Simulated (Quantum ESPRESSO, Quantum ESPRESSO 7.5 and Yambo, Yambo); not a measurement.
# How the form of the self-energy moves the gap of KCl (Sylvite)

How much does the gap of KCl (Sylvite) depend on the approximation to the self-energy?

Program: Quantum ESPRESSO 7.5 and Yambo 5.3.0. Level of theory: PBE and many-body steps on it, plane waves. Results are calculated unless marked as measured.

### 1. The starting structure

It takes space group Fm-3m (No. 225, cubic). Conventional cell: a = 6.293 Å, b = 6.293 Å, c = 6.293 Å, α = 90.00°, β = 90.00°, γ = 90.00°. Nearest to K lie 6 Cl at 3.15 Å. Nearest to Cl lie 6 K at 3.15 Å. Farther neighbours and most contacts between anions are not listed.

Coordinates:

```cif
data_structure
_symmetry_space_group_name_H-M 'P 1'
_symmetry_Int_Tables_number 1
_cell_length_a 4.4498
_cell_length_b 4.4498
_cell_length_c 4.4498
_cell_angle_alpha 60.000
_cell_angle_beta 60.000
_cell_angle_gamma 60.000
_cell_volume 62.30
loop_
_atom_site_label
_atom_site_type_symbol
_atom_site_fract_x
_atom_site_fract_y
_atom_site_fract_z
_atom_site_occupancy
K1 K 0.00000 0.00000 0.00000 1
Cl2 Cl 0.50000 0.50000 0.50000 1
```

The cell and positions come from the Crystallography Open Database and are kept as given unless a step says otherwise.

### 2. Empty states on the mesh, 4×4×4 mesh, 743 bands

This step: Quantum ESPRESSO 7.5; DFT, PBE, plane waves, norm-conserving pseudopotentials.

The sums over transitions need many empty states on a uniform mesh; this step solves for them.

Input file pw.in:

```
&control
  calculation = 'nscf'
  prefix = 'x'
  outdir = 'o'
  pseudo_dir = 'pseudo'
/
&system
  ibrav = 0
  nat = 2
  ntyp = 2
  ecutwfc = 66.0
  nbnd = 743
  force_symmorphic = .true.
/
&electrons
  conv_thr = 1e-9
  electron_maxstep = 80
  diago_full_acc = .true.
  diago_thr_init = 5e-6
/
ATOMIC_SPECIES
  K 39.098 K.upf
  Cl 35.45 Cl.upf
CELL_PARAMETERS angstrom
  -0.0000000000 3.1464700000 3.1464700000
  3.1464700000 0.0000000000 3.1464700000
  3.1464700000 3.1464700000 -0.0000000000
ATOMIC_POSITIONS crystal
  K 0.0000000000 0.0000000000 0.0000000000
  Cl 0.5000000000 0.5000000000 0.5000000000
K_POINTS automatic
  4 4 4 0 0 0
```

Started as:

```console
$ OMP_NUM_THREADS=1 mpirun -n 4 pw.x -nk 4 -in pw.in > pw.out
```

Log:

```text
Program PWSCF v.7.5 starts

     This program is part of the open-source Quantum ESPRESSO suite
     for quantum simulation of materials; please cite
         "P. Giannozzi et al., J. Phys.:Condens. Matter 21 395502 (2009);
         "P. Giannozzi et al., J. Phys.:Condens. Matter 29 465901 (2017);
         "P. Giannozzi et al., J. Chem. Phys. 152 154105 (2020);
     in publications or presentations arising from this work. More details at

     Atomic positions and unit cell read from directory:
     o/x.save/

     Message from routine setup:
[...]
55.3085  56.2237  56.2237  56.2615  60.4230  60.4230  60.9455  60.9455
     [... 81 further rows ...]
   292.5602 292.6266 293.1015 293.1524 293.2644 293.2644 293.5957 293.5957
   293.8413 293.8413 293.9484 293.9484 294.2981 294.4234 294.5244

          k = 0.3536 0.0000 0.0000 (  3831 PWs)   bands (ev):

     [... further k-points ...]

     highest occupied, lowest unoccupied level (ev):     0.9045    6.0941

     XML data file, pseudopotentials, collected wavefunctions

=------------------------------------------------------------------------------=
   JOB DONE.
=------------------------------------------------------------------------------=
```

Wall time 2.2 min (4 MPI ranks of Intel Xeon Platinum 8259CL at 2.50GHz (Skylake/Cascade Lake), shared host); peak memory 1.5 GiB.

This step gave:

| Property | Result |
| --- | --- |
| gap | 5.190 eV |
| k of the valence top | 0, 0, 0 |
| k of the conduction bottom | 0, 0, 0 |
| least direct gap | 5.190 eV |
| k points computed | 8 |
| lowest point of the top converged band, above the valence top | 292.3800 eV |

On this mesh the gap is 5.190 eV.

The density comes from a self-consistent run that is not shown.

### 3. Conversion and set-up

This step: Yambo 5.3.0; conversion and set-up on PBE, plane waves, norm-conserving pseudopotentials.

The states are converted to the many-body program's format and the q mesh is built.

Started as:

```console
$ (cd o/x.save; p2y > p2y.log; mv SAVE ../..); yambo > setup.log
```

Log:

```text
 Yambo, version 5.3.0

 [02] CORE Variables Setup
 =========================

  [02.01] Unit cells
  ==================

  Cell kind             :  FCC
  Atoms in the cell     :  K  Cl
  number of K  atoms    :  1
  number of Cl atoms    :  1

  List of atomic masses
  Mass of K     :  39.09800
  Mass of Cl    :  35.45000

  List of atomic coordinates    : [cc]
  K1       :  0.000000  0.000000  0.000000  order 1
  Cl1       :  5.945967  5.945967  5.945967  order 2

  Alat factors          :  5.945967  5.945967  5.945967 [a.u.]
  Direct lattice volume :  420.4336 [a.u.]
[...]
==========================================

 IBZ Q-points                                      :   8
 BZ  Q-points                                      :   64

 K/Q-points units:
 rlu = crystal or reduced units; cc = cartesian coordinates; iku = interal k-units

 Q [1]          [rlu]:  0.000000  0.000000  0.000000
 Q [2]          [rlu]: -0.15791E-17 -0.15791E-17  0.25000
 Q [3]          [rlu]:  0.17883E-18  0.17883E-18 -0.50000
[...]
Q [7]          [rlu]: -0.10257E-16 -0.50000     -0.50000
 Q [8]          [rlu]:  0.250000 -0.500000 -0.250000

  [03.01] X indexes
  =================

   [03.01.01] Sigma indexes
   ========================

 [06] Game Over & Game summary
```

It took 4 s on 1 MPI rank; peak memory 0.25 GiB.

### 4. G0W0, Godby-Needs plasmon pole

Now the one-shot GW correction: screening in the RPA, then the self-energy of the levels asked for.

This step: G0W0 on PBE, plane waves, norm-conserving pseudopotentials.

Input file gw2.in:

```
HF_and_locXC
gw0
dyson
ppa
em1d
rim_cut
RandQpts= 1000000
RandGvec= 1 RL
EXXRLvcs= 66 Ry
VXCRLvcs= 264 Ry
Chimod= "HARTREE"
% BndsRnXp
 1 | 307 |
%
NGsBlkXp= 17 Ry
% LongDrXp
 1 | 1 | 1 |
%
% GbndRnge
 1 | 307 |
%
DysSolver= "n"
ExtendOut
PPAPntXp= 27.21138 eV
% QPkrange
 1 | 1 | 7 | 10 |
%
```

Started as:

```console
$ OMP_NUM_THREADS=1 mpirun -n 4 yambo -F gw2.in -J gw2 -C gw2 > gw2.log
```

Log:

```text
 Yambo, version 5.3.0

 [02] CORE Variables Setup
 =========================

  [... cell, symmetries and grids as in the set-up ...]

  [02.05] Energies & Occupations
  ==============================

  [X] === General ===
  [X] Electronic Temperature                        :  0.000000  0.000000 [eV K]
  [X] Bosonic    Temperature                        :  0.000000  0.000000 [eV K]
  [X] Finite Temperature mode                       : no
  [X] El. density                                   :  0.25681E+24 [cm-3]
  [X] Fermi Level                                   :  0.904510 [eV]

  [X] === Gaps and Widths ===
  [X] Conduction Band Min                           :  5.189547 [eV]
  [X] Valence Band Max                              :  0.000000 [eV]
  [X] Filled Bands                                  :   8
  [X] Empty Bands                                   :     9   743
  [X] Direct Gap                                    :  5.189547 [eV]
  [X] Direct Gap localized at k                     :  1
  [X] Indirect Gap                                  :  5.189547 [eV]
  [X] Indirect Gap between kpts                     :  1  1
  [X] Last valence band width                       :  0.471834 [eV]
  [X] 1st conduction band width                     :  2.840959 [eV]

 [03] Transferred momenta grid and indexing
 ==========================================

 IBZ Q-points                                      :   8
 BZ  Q-points                                      :   64

 K/Q-points units:
 rlu = crystal or reduced units; cc = cartesian coordinates; iku = interal k-units

 Q [1]          [rlu]:  0.000000  0.000000  0.000000
 Q [2]          [rlu]: -0.15791E-17 -0.15791E-17  0.25000
 Q [3]          [rlu]:  0.17883E-18  0.17883E-18 -0.50000
 Q [4]          [rlu]:  0.51284E-17  0.25000      0.25000
 Q [5]          [rlu]: -0.24866E-16  0.25000      0.50000
 Q [6]          [rlu]:  0.31581E-17  0.25000     -0.25000
 Q [7]          [rlu]: -0.10257E-16 -0.50000     -0.50000
 Q [8]          [rlu]:  0.250000 -0.500000 -0.250000

 [04] Coloumb potential Random Integration (RIM)
 ===============================================

  [04.01] RIM initialization
  ==========================

  * Diagonal components only detected *

  8 x (sBL volume)        :  0.073748 [a.u.]
  sBZ random points       :  1000000
  Points outside the sBZ  :   7999624
  RL volume               :  0.589987 [a.u.]
  Integrated volume       :  0.590014 [a.u.]

  [04.02] RIM integrals
  =====================

  Gamma point sphere radius             :  0.076068 [a.u.]
  Points outside the sphere             :   799635
  [Int_sBZ(q=0) 1/q^2]*(Vol_sBZ)^(-1/3) =:  7.763403
                                 should be <:  7.795600

  Summary of Coulomb integrals for non-metallic bands |Q|[au] RIM/Bare

  Q [1] 0.100000E-4 0.995870 * Q [2] 0.228785 1.064378
  Q [4] 0.264178 1.063960 * Q [6] 0.373605 1.026260
  Q [5] 0.438090 1.019161 * Q [3] 0.457571 1.016674
  Q [7] 0.528357 1.013019 * Q [8] 0.590721 1.010006

 [WARNING] [Xp] User bands 1-307 break level degeneracy

 [05] Dipoles
 ============

  [05.01] Setup: observables and procedures
  =========================================

 [06] Dynamic Dielectric Matrix (PPA)
 ====================================

 [WR./gw2//ndb.pp]---------------------------------------------------------------
  Brillouin Zone Q/K grids (IBZ/BZ)                :    8   64    8   64
  RL vectors                                       :   4645 [WF]
  Coulomb cutoff potential                         : none
  Electronic Temperature                           :  0.000000 [K]
  Bosonic    Temperature                           :  0.000000 [K]
  PPA    diel. fun.  energies                      : Perdew, Burke & Ernzerhof(X)+Perdew, Burke & Ernzerhof(C)
  wavefunctions                                    : Perdew, Burke & Ernzerhof(X)+Perdew, Burke & Ernzerhof(C)
  Global Gauge                                     : length
  X matrix size                                    :   537
  X band range                                     :    1  307
  X e/h energy range                               : -1.000000 -1.000000 [eV]
  X Time ordering                                  : R
  X Hxc Kernel                                     : HARTREE
  X Drude frequency                                :  0.000000  0.000000
  X poles                                          :  100.0000 [o/o]
  RL vectors in the sum                            :   4645
  [r,Vnl] included                                 : yes
  Field direction                                  :  0.577350E-5  0.577350E-5  0.577350E-5
  BZ energy Double Grid                            : no
  BZ energy DbGd points                            : 0
  BZ Q point size factor                           : -1.000000
  X Optical Averaged directions                    : none

 [07] Local Exchange-Correlation + Non-Local Fock
 ================================================

 [VXC] Plane waves :  30467
 [EXS] Plane waves :   3943

 QP @ state[ 1 ] K range:  1  1
 QP @ state[ 1 ] b range:   7  10

 [xc] Functional : Perdew, Burke & Ernzerhof(X)+Perdew, Burke & Ernzerhof(C)
 [xc] LIBXC used to calculate xc functional
  PP Number of Atomic Species                      :  2
  NLCC RL compoments                               :  30467
  PP Number of Atomic Species                      :  2
  NLCC RL compoments                               :  30467

 [xc] E_xc :  -7.315493 [Ha]
      E_xc :  -14.63099 [Ry]

  Local XC kind (lXC) : Perdew, Burke & Ernzerhof(X)+Perdew, Burke & Ernzerhof(C)
  Non-Local XC kind (nlXC) : Hartree-Fock

  Corrections @ K [1] :  [eV]
 <7|nlXC|7> = -18.61843  0.36386E-17 <7|lXC|7> = -14.14755  0.000000
 <8|nlXC|8> = -18.61839  0.63390E-17 <8|lXC|8> = -14.14755 -0.75527E-15
 <9|nlXC|9> = -3.270736  0.26382E-18 <9|lXC|9> = -6.954806 -0.18882E-15
 <10|nlXC|10> = -4.064588  0.12840E-17 <10|lXC|10> = -8.956462  0.47204E-16

 [08] Dyson equation: Newton solver
 ==================================

  [08.01] G0W0 (W PPA)
  ====================

  [  GW  ] Bands range     :    1  307
  [GW/PPA] G damping       :  0.100000 [eV]

  QP @ state[ 1 ] K range:  1  1
  QP @ state[ 1 ] b range:   7  10

   Sc/G bands                                       :    1  307
   Sc/G damping                                     :  0.100000 ev
   Sc bands terminator                              : no
   Sx RL components                                 :   3943

   QP @ state[ 1 ] K range                          :  1  1
   QP @ state[ 1 ] b range                          :   7  10
   GF energies kind                                 : Perdew, Burke & Ernzerhof(X)+Perdew, Burke & Ernzerhof(C)
   GF WF`s kind                                     : Perdew, Burke & Ernzerhof(X)+Perdew, Burke & Ernzerhof(C)
   Xs energies kind                                 : Perdew, Burke & Ernzerhof(X)+Perdew, Burke & Ernzerhof(C)
   Xs WF`s kind                                     : Perdew, Burke & Ernzerhof(X)+Perdew, Burke & Ernzerhof(C)

 [11] Game Over & Game summary
```

Wall time 10 min (4 MPI ranks); peak memory 2.2 GiB.

Numbers from this step:

```
G0W0 gap on the points computed              : 8.190 eV
starting gap on the mesh                     : 5.190 eV
k of the valence top                         : 0, 0, 0
k of the conduction bottom                   : 0, 0, 0
least direct G0W0 gap on the computed points : 8.190 eV
Z at the valence top                         : 0.8156
Z at the conduction bottom                   : 0.8785
```

The gap on the mesh goes from 5.19 eV to 8.19 eV, a correction of +3.00 eV.

[end of part 1 of 2]

[Paths, hosts, dates, memory and timing lines, banners, echoed tables and standing remarks are left out of the program output.]

[Logs are printed without paths, hosts, clocks, repeated set-up lines and the standing remarks that a program may print on its own settings, such as how far it seeks lower states.]

[Runs of the session that timed out or met a known fault of the program may be left out.]

[Hosts, paths, dates, database ids (printed as entryN), source tags and the programs' standing remarks are cut or masked in the printed files.]
